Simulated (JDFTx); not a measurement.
The system is KF (Carobbiite).

```
K F
1.0
     0.00000    2.67185    2.67185
     2.67185    0.00000    2.67185
     2.67185    2.67185    0.00000
K F
1 1
Direct
  0.00000 0.00000 0.00000
  0.50000 0.50000 0.50000
```

Base run:

* Program: JDFTx 1.7.0 (patched build)
* Functional: r2SCAN
* Potentials or basis: SG15-PBE-1.2 with smoothed tails
* Cutoff: 1361 eV
* Density cutoff: 10885 eV
* k mesh: 9 × 9 × 9
* Occupations: fermi-dirac, width 0.05 eV
* Spin: no spin polarisation

Its results: band gap on the k mesh 6.81 eV, direct; pressure -0.6 GPa.

**Question.** The run is repeated on the same cell with these changes: functional from r2SCAN to PBEsol; potentials or basis from SG15-PBE-1.2 with smoothed tails to PseudoDojo-SR-PBEsol-0.4.1-standard with smoothed tails; cutoff from 1361 eV to 1143 eV; density cutoff from 10885 eV to 9143 eV. What comes out?

**Answer.** Band gap on the k mesh 6.06 eV, direct; pressure -0.7 GPa.

Caveats: an odd mesh through Γ misses points on the zone boundary, where band edges often lie; the potentials were made for another functional, which shifts forces and pressure (some runs).
